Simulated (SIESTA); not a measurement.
# Ge under changes of volume

One of the cells (22.639 Å³/atom); the others are scaled copies at fixed shape and fractional positions:

```
Ge
1.0
     0.00000    2.82891    2.82891
     2.82891    0.00000    2.82891
     2.82891    2.82891    0.00000
Ge
2
Cartesian
  4.2434 4.2434 4.2434
  2.8289 2.8289 2.8289
```

| Quantity | Value |
| --- | --- |
| Program | SIESTA 5.4.2 |
| Functional | LDA |
| Potentials or basis | PseudoDojo 0.4 standard (LDA files) |
| Basis | DZP (energy shift 0.003 Ry; two zetas on semicore shells) |
| Grid cutoff | 800 Ry |
| Energy shift | 0.003 Ry |
| k mesh | 8 × 8 × 8 |
| Occupations | fermi-dirac, width 0.05 eV |
| Spin | no spin polarisation |

```tsv
volume (Å³/atom)	energy over the lowest point (meV/atom)	pressure (GPa)
21.281	16.27	4.6
21.733	?	?
22.186	0.93	1.1
22.639	0.00	-0.4
23.092	2.99	-1.7
23.545	9.59	-2.9
23.997	19.43	-4.0
```

Problem. What does the run at 21.733 Å³/atom give?

Solution. Energy over the lowest point 6.11 meV/atom; pressure 2.7 GPa.

Worked out: A Birch-Murnaghan fit of order 3 (a polynomial in V^(-2/3)) to the other rows has its minimum at 22.51 Å³/atom with B0 = V·E''(V) = 71 GPa and B' = 3.7. It gives 6.23 meV/atom at 21.733 Å³/atom, against the run's 6.11, and -dE/dV = 2.7 GPa, against 2.7.

Energies are extrapolated to zero smearing.

Caveats: the basis of atomic orbitals isn't converged, which shifts pressures, moduli and gaps.
